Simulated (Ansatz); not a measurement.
## Pd (Fm-3m) under several functionals

**Experimental background.**

From “Dislocation healing during hydrogen absorption and desorption in palladium”, 2022, arxiv:2204.14071, for a bulk crystal of Pd at 293.15 K: lattice constant a 3.8902 ± 0.0006 Å.

Plane-wave DFT in Ansatz with scalar-relativistic PAW potentials. The same structure was relaxed (cell and atoms, symmetry kept) in separate runs at each level. Spin is collinear, but was left out for PBEsol, PBE+D3(BJ), PBE (a zero moment there is imposed), so the levels don't share one magnetic state.

```tsv
level	cutoff (eV)	k mesh	V (Å³/atom)	a (Å)	largest moment (μB)
PBEsol	420	18×18×18	14.547	3.875	no spin
r2SCAN	500	18×18×18	14.965	3.912	0.42
PBE	420	18×18×18	15.317	3.942	no spin
```

Task: Where does PBE+D3(BJ) (420 eV, k mesh 18×18×18) fall?

Result: V (Å³/atom) 14.709, a (Å) 3.889, largest moment (μB) no spin. Its volume is between those of PBEsol and r2SCAN. The usual order of volumes, PBEsol < PBE, holds here (14.547, 15.317 Å³/atom). As a rule PBEsol, built on the gradient expansion of slowly varying densities, lies between LDA and PBE; PBE's stronger gradient term for exchange weakens bonds. Adding D3 to PBE changes the volume by -4.0 %; the term is attractive, so it pulls cells in. In metals the pairwise form ignores screening by the conduction electrons and often pulls in too far. r2SCAN lies 2.3 % under PBE in volume.

For PBE: Against the measured lattice constant a of Pd, 3.8902 Å (293.15 K; quoted in “Dislocation healing during hydrogen absorption and desorption in palladium”, 2022, arxiv:2204.14071), the calculated 3.942 Å is off by +1.3 %. The calculations are for 0 K without zero-point motion.

The state reached may not be the lowest one.